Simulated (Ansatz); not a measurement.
# TaN: stress in a strained cell

TaN is deformed so: equal xy, yz and zx engineering shear strains of +2 %. What stress and forces result, by LAPW, PAW and all-electron datasets made for the crystal?

Program: Ansatz 0.2.0. Level of theory: DFT PBEsol, scalar-relativistic. These are calculated values, not measurements.

## 1. The structure to begin with

The structure is hexagonal, space group P-6m2 (No. 187). The conventional cell has a = 2.938 Å, b = 2.938 Å, c = 2.883 Å, α = 90.00°, β = 90.00°, γ = 120.00°. Around Ta (site symmetry -6m2) lie 6 N at 2.23 Å. Around N (site symmetry -6m2) lie 6 Ta at 2.23 Å.

As a file:

```
CELL_PARAMETERS angstrom
2.93800 0.00000 0.00000
-1.46900 2.54438 0.00000
0.00000 0.00000 2.88300
ATOMIC_POSITIONS crystal
Ta 0.33333 0.66667 0.50000
N 0.00000 0.00000 0.00000
```

Atoms are numbered in the order of the input: Ta1, N2.

## 2. The deformed structure

Space group P-6m2 before, P1 after.

## 3. All-electron LAPW

File input.yaml:

```yaml
crystal:
  lattice:
    - [2.9379988584, 0.0293799886, 0.0293799886]
    - [-1.4435556127, 2.5296916534, 0.0107538222]
    - [0.02883, 0.02883, 2.883]
  atoms:
    - { symbol: Ta, position: [0.3333333333, 0.6666666667, 0.5] }
    - { symbol: "N", position: [0.0, 0.0, 0.0] }
kpoints:
  mp_grid: { grid: [12, 12, 10] }
  band_path:
    path:
      - [0.0, 0.0, 0.0]
      - [0.0, -0.5, 0.0]
      - [0.0, 0.0, 0.5]
      - [0.0, 0.0, 0.0]
      - [-0.5, 0.0, 0.0]
      - [-0.5, 0.5, -0.5]
      - [0.0, 0.0, 0.0]
      - [-0.5, 0.0, -0.5]
      - [-0.5, 0.5, 0.0]
    npoints: 5
scf:
  occupations: { method: fermi_dirac, width: 0.02 }
hamiltonian:
  xc: pbesol
  pseudopotentials: { kind: all_electron, lapw: { basis_error: 0.0005 } }
output:
  forces: true
  stress: true
  eigenvalues: true
```

Launch:

```sh
> ansatz run input.yaml --threads 1 --pin off --max-ram 3072MiB --backend cpu --events-out ev --progress --plain --runs-dir out
```

The log of the run (excerpt; [...] marks lines left out):

```text
LAPW: plane waves up to 10.072 Å⁻¹, error target 5.0e-4 eV per atom; small_component_spin mean_spin; N in spheres of 0.935 Å, 7 of its electrons in bands, Dirac shells []; Ta in spheres of 1.269 Å, 43 of its electrons in bands, Dirac shells []
[...]
Pseudopotentials: kind: all_electron
Pseudopotential: Ta, LAPW, valence charge 43, Koelling and Harmon's equation, gaussian nucleus
Pseudopotential: N, LAPW, valence charge 7, Koelling and Harmon's equation, gaussian nucleus
Functional definition: PBEsol
[...]
Crystal: 2 atoms, lattice volume = 21.545 Å³
Basis set: ecut = 386.50128856906395 eV, 389 PW (Γ), exchange–correlation at level 2
Bands: 30, of which v1, the nominal top of the filled ones, is band 25 counted from 1 (24 counted from 0)
Symmetry: 1 space group operations
Space group: P1 (ITA 1), of the structure as read, at distance tolerance 2.8e-5 Å
k-points: 724 of 1440 (time reversal used)
[...]
SCF iter   1: F=—  HF=-425931.914449 eV  |F-HF|=—  |Δ(HF+E_count)|=         —  Δρ=1.14e-1  dr2=3.16e0  ethr=6.32e-3  ⟨swp⟩=2.0  Hψ=138284  notcnv=0
[...]
the basis was enlarged: its passes take 817.4 KiB over the memory plan, 1 of 1 planned eigensolver slots
[...]
SCF iter   8: F=-425930.625843 eV  HF=-425930.625843 eV  |F-HF|=7.74e-9  |Δ(HF+E_count)|=   1.80e-8  Δρ=6.14e-6  dr2=6.78e-9  ethr=5.59e-10  ⟨swp⟩=2.6  Hψ=65828  notcnv=0
[...]
NSCF: frozen V_eff on 41 k-points
SCF converged after 8 iterations
Free energy (F): -425930.625843 eV
[...]
E sigma→0 (E₀):  -425930.625797 eV
Entropy (-TS):   -0.000092 eV (-0.046 meV/atom)
Fermi energy:    25.334078 eV
[...]
--- Forces (eV/Å), atoms counted from 1 ---
  atom   1  Ta     0.01024730    -0.00180885    -0.02017063
  atom   2  N     -0.01024996     0.00180822     0.02017111
[...]
--- Stress (GPa, compression-positive) ---
       -4.502098      -4.186625      -4.664509
       -4.186625      -4.044153      -4.656458
       -4.664509      -4.656458      -4.551786
  P = ⅓ Tr σ = -4.3660 GPa (-43.660 kbar)
--- Band table (eV; the first three rows and the last of 724) ---
[...]
```

It took 5.7 min on 1 thread of Arm Neoverse V1, shared host; peak memory 1.7 GiB.

In short: pressure -4.37 GPa; no gap; largest force 0.023 eV/Å.

## 4. PAW with frozen cores

File input.yaml:

```yaml
crystal:
  lattice:
    - [2.9379988584, 0.0293799886, 0.0293799886]
    - [-1.4435556127, 2.5296916534, 0.0107538222]
    - [0.02883, 0.02883, 2.883]
  atoms:
    - { symbol: Ta, position: [0.3333333333, 0.6666666667, 0.5] }
    - { symbol: "N", position: [0.0, 0.0, 0.0] }
kpoints:
  mp_grid: { grid: [12, 12, 10] }
scf:
  occupations: { method: fermi_dirac, width: 0.02 }
hamiltonian:
  xc: pbesol
  pseudopotentials: { kind: paw }
output:
  forces: true
  stress: true
  eigenvalues: true
  efg: { contact_densities: true }
```

Launch:

```sh
> ansatz run input.yaml --threads 1 --pin off --max-ram 3072MiB --backend cpu --events-out ev --progress --plain --runs-dir out
```

The log of the run (excerpt; [...] marks lines left out):

```text
Ta: output.efg is read without spin–orbit coupling, which moves field gradients at and beside such atoms by some per cent and up to a factor of two; PAW files take it under magnetization.noncollinear and magnetization.spin_orbit
[...]
Pseudopotentials: kind: paw
Pseudopotential: Ta, paw, valence charge 13, recommended cutoff 420 eV (normal)
Pseudopotential: N, paw, valence charge 5, recommended cutoff 420 eV (normal)
Functional definition: PBEsol
[...]
Crystal: 2 atoms, lattice volume = 21.545 Å³
Basis set: ecut = 420 eV, 405 PW (Γ), exchange–correlation on 40×40×40 points (8 copies of the dense FFT grid, shifted against one another)
Bands: 13, of which v1, the nominal top of the filled ones, is band 9 counted from 1 (8 counted from 0)
Symmetry: 1 space group operations
Space group: P1 (ITA 1), of the structure as read, at distance tolerance 2.8e-5 Å
[...]
--- Forces (eV/Å), atoms counted from 1 ---
  atom   1  Ta     0.01092491    -0.00184431    -0.02039662
  atom   2  N     -0.01092843     0.00184410     0.02039668
[...]
--- Stress (GPa, compression-positive) ---
       -4.588242      -4.202466      -4.696670
       -4.202466      -4.130129      -4.688581
       -4.696670      -4.688581      -4.631235
  P = ⅓ Tr σ = -4.4499 GPa (-44.499 kbar)
--- PAW observables at the nuclei: V_zz in 10²¹ V/m², potentials from the cell's mean, atoms counted from 1 ---
  atom   1  Ta V_zz =   +10.037434   η = 0.0597   by run symmetry: allowed
            electrostatic potential = -14501.157252 V   contact ρ = 8144140.860184 e/Å³
  atom   2  N  V_zz =    +0.444233   η = 0.0100   by run symmetry: allowed
            electrostatic potential = -528.953391 V   contact ρ = 1403.977128 e/Å³
--- Band table (eV; the first three rows and the last of 724) ---
  k-point 0: bands = ["-48.2967", "-14.6479", "-14.4060", "-14.3616", "2.3661", "15.3790", "15.6237", "15.8848", "17.1636", "22.2405", "23.4688", "23.6867", "24.1677"]
[...]
```

It took 21 s on 1 thread of Arm Neoverse V1, shared host; peak memory 0.55 GiB.

Result: pressure -4.45 GPa; no gap; largest force 0.023 eV/Å; Vzz Ta1 10.04 (η = 0.06), N2 0.44 (η = 0.01) (10²¹ V/m²).

## 5. Datasets made for this crystal

input.yaml, as its differences from that of step 4:

```diff
@@ -14,3 +14,3 @@
   xc: pbesol
-  pseudopotentials: { kind: paw }
+  pseudopotentials: { kind: all_electron, datasets: crystal }
 output:
```

Launch:

```sh
> ansatz run input.yaml --threads 1 --pin off --max-ram 3072MiB --backend cpu --events-out ev --progress --plain --runs-dir out
```

The log of the run (excerpt; [...] marks lines left out):

```text
[...]
band count auto-derived: 22 (N_el = 32.0; filled up to band 16; 20 by the electrons, moments and atoms)
Ta: output.efg is read without spin–orbit coupling, which moves field gradients at and beside such atoms by some per cent and up to a factor of two; PAW files take it under magnetization.noncollinear and magnetization.spin_orbit
[...]
Pseudopotentials: kind: all_electron
Pseudopotential: Ta, paw, valence charge 27, recommended cutoff 480 eV (normal), Koelling and Harmon's equation, gaussian nucleus
Pseudopotential: N, paw, valence charge 5, recommended cutoff 480 eV (normal), Koelling and Harmon's equation, gaussian nucleus
Functional definition: PBEsol
[...]
Crystal: 2 atoms, lattice volume = 21.545 Å³
Basis set: ecut = 480 eV, 527 PW (Γ), exchange–correlation on 48×48×48 points (8 copies of the dense FFT grid, shifted against one another)
[...]
  atom   1  Ta     0.01023397    -0.00180653    -0.02017168
  atom   2  N     -0.01025854     0.00180648     0.02017335
[...]
--- Stress (GPa, compression-positive) ---
       -4.501290      -4.186662      -4.664513
       -4.186662      -4.043265      -4.656434
       -4.664513      -4.656434      -4.550855
  P = ⅓ Tr σ = -4.3651 GPa (-43.651 kbar)
--- PAW observables at the nuclei: V_zz in 10²¹ V/m², potentials from the cell's mean, atoms counted from 1 ---
  atom   1  Ta V_zz =   +10.031799   η = 0.1046   by run symmetry: allowed
            electrostatic potential = -14498.199290 V   contact ρ = 8140160.708822 e/Å³
  atom   2  N  V_zz =    +0.437542   η = 0.0302   by run symmetry: allowed
            electrostatic potential = -528.190365 V   contact ρ = 1404.233745 e/Å³
--- Band table (eV; the first three rows and the last of 724) ---
  k-point 0: bands = ["-43.1012", "-9.4484", "-9.2129", "-9.1695", "5.1457", "5.1603", "5.1619", "5.1722", "5.1763", "5.1860", "5.2557", "7.6059", "20.5939", "20.8386", "21.0987", "22.3834", "27.4549", "28.6773", "28.8957", "29.3785"]
[...]
```

It took 3.7 min on 1 thread of Arm Neoverse V1, shared host; peak memory 2.3 GiB.

Result: pressure -4.37 GPa; no gap; largest force 0.023 eV/Å; Vzz Ta1 10.03 (η = 0.10), N2 0.44 (η = 0.03) (10²¹ V/m²).

## 6. Stress and forces compared

Stress (GPa, compression positive):

```csv
method,xx,yy,zz,yz,xz,xy
LAPW,-4.50,-4.04,-4.55,-4.66,-4.66,-4.19
PAW,-4.59,-4.13,-4.63,-4.69,-4.70,-4.20
crystal datasets,-4.50,-4.04,-4.55,-4.66,-4.66,-4.19
```

Forces (eV/Å):

```csv
atom,LAPW x,LAPW y,LAPW z,PAW x,PAW y,PAW z,crystal datasets x,crystal datasets y,crystal datasets z
Ta1,0.010,-0.002,-0.020,0.011,-0.002,-0.020,0.010,-0.002,-0.020
N2,-0.010,0.002,0.020,-0.011,0.002,0.020,-0.010,0.002,0.020
```

| method | pressure (GPa) | largest force (eV/Å) | Vzz Ta1 (10²¹ V/m²) | Vzz N2 (10²¹ V/m²) | SCF cycles, all passes |
| --- | --- | --- | --- | --- | --- |
| LAPW | -4.37 | 0.023 | – | – | 8 |
| PAW | -4.45 | 0.023 | 10.04 | 0.44 | 6 |
| crystal datasets | -4.37 | 0.023 | 10.03 | 0.44 | 9 |

## 7. Summary of results

| quantity | value |
| --- | --- |
| pressure | LAPW -4.37, PAW -4.45, crystal datasets -4.37 GPa |
| largest shear or deviatoric stress (LAPW) | 4.66 GPa |

The largest part of the stress beyond the pressure is 4.66 GPa in size; the atoms are carried along and not relaxed. No run of the undeformed cell stands beside it, so the pressure holds what the given cell had before the change. PAW: stress within 0.09 GPa of LAPW, forces within 1 meV/Å. Crystal datasets: stress within 0.01 GPa of LAPW, forces within 1 meV/Å. Spin-orbit coupling is left out, though the cell holds Ta; in elements this heavy it can shift bands and gaps by tenths of an eV.
